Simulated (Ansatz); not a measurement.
**Bands of InSb**

```
In Sb
1.0
     0.00000    3.23910    3.23910
     3.23910    0.00000    3.23910
     3.23910    3.23910    0.00000
In Sb
1 1
Cartesian
  0.0000 0.0000 0.0000
  4.8586 4.8586 4.8586
```

Atom numbers follow the list: In1, Sb2.

Conventional cell: a = 6.478 Å, b = 6.478 Å, c = 6.478 Å, α = 90.00°, β = 90.00°, γ = 90.00°. Around In (atom 1) lie 4 Sb at 2.81 Å. Sb (atom 2) is surrounded by 4 In at 2.81 Å.

The cell is COD entry 9008853, as deposited and not checked against the literature; nothing was relaxed.

Spin–orbit coupling is left out, though it moves levels of the heavy atoms by tenths of an eV or more.

Theory: DFT, PBEsol, all-electron LAPW, scalar-relativistic in Ansatz 0.2.0.

Sampling and basis: a Γ-centred 9×9×9 k mesh, Fermi–Dirac smearing of 0.05 eV, basis error target 0.25 meV/atom, no spin polarisation.

Points in fractions of the reciprocal vectors of this cell: Γ (0, 0, 0), X (-0.5, -0.5, 0), U (-0.375, -0.375, 0.25), K (-0.375, 0, 0.375), L (0, 0, 0.5), W (-0.5, -0.25, 0.25). The path joins them by straight lines in the order Γ–X–U–K–Γ–L–W–X; legs that retrace an earlier one aren't tabulated. Energies are in eV from the Fermi level.

Q: Metal or insulator at this level of theory?

A: No gap opens: metallic or semimetallic.

Q: Tabulate bands 18 to 25, counted from the lowest band of the run, along the path.

A: 
| k (1/Å) | point | band 18 | band 19 | band 20 | band 21 | band 22 | band 23 | band 24 | band 25 |
| --- | --- | --- | --- | --- | --- | --- | --- | --- | --- |
| 0.00 | Γ | -14.51 | -10.81 | -0.32 | -0.05 | -0.05 | -0.05 | 2.89 | 2.89 |
| 0.14 |  | -14.51 | -10.75 | -1.25 | -0.27 | -0.27 | 0.84 | 2.66 | 3.19 |
| 0.28 |  | -14.51 | -10.56 | -2.28 | -0.75 | -0.75 | 1.66 | 2.29 | 3.89 |
| 0.42 |  | -14.51 | -10.26 | -3.28 | -1.26 | -1.26 | 1.62 | 2.41 | 4.78 |
| 0.55 |  | -14.50 | -9.87 | -4.22 | -1.71 | -1.71 | 1.32 | 2.28 | 5.74 |
| 0.69 |  | -14.50 | -9.43 | -5.07 | -2.05 | -2.05 | 1.13 | 1.88 | 6.72 |
| 0.83 |  | -14.50 | -9.02 | -5.72 | -2.26 | -2.26 | 1.10 | 1.49 | 7.63 |
| 0.97 | X | -14.50 | -8.83 | -5.99 | -2.33 | -2.33 | 1.21 | 1.22 | 8.09 |
| 1.02 |  | -14.50 | -8.83 | -5.99 | -2.37 | -2.32 | 1.22 | 1.29 | 7.97 |
| 1.07 |  | -14.50 | -8.83 | -5.98 | -2.48 | -2.30 | 1.24 | 1.49 | 7.70 |
| 1.12 |  | -14.50 | -8.82 | -5.97 | -2.63 | -2.26 | 1.27 | 1.80 | 7.39 |
| 1.17 |  | -14.50 | -8.82 | -5.95 | -2.80 | -2.21 | 1.31 | 2.19 | 7.06 |
| 1.21 |  | -14.50 | -8.83 | -5.92 | -2.96 | -2.15 | 1.37 | 2.63 | 6.74 |
| 1.26 |  | -14.50 | -8.84 | -5.89 | -3.10 | -2.07 | 1.43 | 3.11 | 6.44 |
| 1.31 | U | -14.51 | -8.87 | -5.85 | -3.20 | -1.98 | 1.50 | 3.60 | 6.17 |
| 1.40 |  | -14.51 | -8.89 | -5.83 | -3.21 | -2.02 | 1.70 | 3.85 | 5.66 |
| 1.48 |  | -14.51 | -8.90 | -5.79 | -3.17 | -2.16 | 2.17 | 4.03 | 4.89 |
| 1.57 |  | -14.51 | -8.91 | -5.78 | -3.12 | -2.30 | 2.75 | 3.76 | 4.60 |
| 1.65 |  | -14.51 | -8.91 | -5.78 | -3.12 | -2.30 | 2.75 | 3.76 | 4.60 |
| 1.74 |  | -14.51 | -8.90 | -5.79 | -3.17 | -2.16 | 2.17 | 4.03 | 4.89 |
| 1.82 |  | -14.51 | -8.89 | -5.83 | -3.21 | -2.02 | 1.70 | 3.85 | 5.66 |
| 1.91 | K | -14.51 | -8.87 | -5.85 | -3.20 | -1.98 | 1.50 | 3.60 | 6.17 |
| 2.05 |  | -14.51 | -9.05 | -5.64 | -3.27 | -1.65 | 1.74 | 4.62 | 5.48 |
| 2.20 |  | -14.51 | -9.39 | -5.21 | -2.98 | -1.26 | 1.92 | 4.43 | 4.69 |
| 2.35 |  | -14.51 | -9.81 | -4.52 | -2.44 | -0.85 | 1.89 | 4.04 | 4.06 |
| 2.49 |  | -14.51 | -10.21 | -3.62 | -1.72 | -0.50 | 1.66 | 3.47 | 3.53 |
| 2.64 |  | -14.51 | -10.53 | -2.55 | -0.96 | -0.24 | 1.30 | 3.07 | 3.17 |
| 2.79 |  | -14.51 | -10.74 | -1.37 | -0.31 | -0.10 | 0.75 | 2.90 | 2.96 |
| 2.94 | Γ | -14.51 | -10.81 | -0.32 | -0.05 | -0.05 | -0.05 | 2.89 | 2.89 |
| 3.06 |  | -14.51 | -10.76 | -1.17 | -0.13 | -0.13 | 0.56 | 2.97 | 3.00 |
| 3.18 |  | -14.51 | -10.62 | -2.20 | -0.32 | -0.32 | 0.87 | 3.25 | 3.25 |
| 3.30 |  | -14.51 | -10.40 | -3.22 | -0.54 | -0.54 | 0.83 | 3.52 | 3.52 |
| 3.42 |  | -14.51 | -10.12 | -4.15 | -0.76 | -0.76 | 0.68 | 3.70 | 3.70 |
| 3.54 |  | -14.51 | -9.81 | -4.94 | -0.92 | -0.92 | 0.54 | 3.75 | 3.75 |
| 3.66 |  | -14.51 | -9.55 | -5.49 | -1.03 | -1.03 | 0.45 | 3.75 | 3.75 |
| 3.78 | L | -14.51 | -9.44 | -5.70 | -1.06 | -1.06 | 0.42 | 3.74 | 3.74 |
| 3.87 |  | -14.51 | -9.41 | -5.69 | -1.40 | -1.12 | 0.76 | 3.63 | 3.86 |
| 3.97 |  | -14.51 | -9.34 | -5.67 | -1.99 | -1.28 | 1.37 | 3.44 | 4.22 |
| 4.07 |  | -14.51 | -9.23 | -5.66 | -2.53 | -1.54 | 1.93 | 3.33 | 4.76 |
| 4.17 |  | -14.51 | -9.09 | -5.68 | -2.92 | -1.87 | 2.40 | 3.37 | 5.05 |
| 4.27 |  | -14.51 | -8.95 | -5.75 | -3.10 | -2.23 | 2.81 | 3.55 | 4.71 |
| 4.36 |  | -14.51 | -8.83 | -5.84 | -3.07 | -2.57 | 3.19 | 3.81 | 4.28 |
| 4.46 | W | -14.51 | -8.79 | -5.88 | -2.94 | -2.81 | 3.43 | 3.87 | 4.14 |
| 4.53 |  | -14.51 | -8.79 | -5.88 | -2.91 | -2.79 | 3.20 | 3.37 | 4.68 |
| 4.60 |  | -14.51 | -8.80 | -5.90 | -2.84 | -2.73 | 2.75 | 2.80 | 5.37 |
| 4.67 |  | -14.50 | -8.81 | -5.92 | -2.72 | -2.64 | 2.28 | 2.29 | 6.07 |
| 4.74 |  | -14.50 | -8.82 | -5.95 | -2.59 | -2.54 | 1.85 | 1.86 | 6.77 |
| 4.81 |  | -14.50 | -8.82 | -5.97 | -2.46 | -2.43 | 1.51 | 1.52 | 7.41 |
| 4.88 |  | -14.50 | -8.83 | -5.98 | -2.36 | -2.36 | 1.29 | 1.30 | 7.90 |
| 4.95 | X | -14.50 | -8.83 | -5.99 | -2.33 | -2.33 | 1.21 | 1.22 | 8.09 |
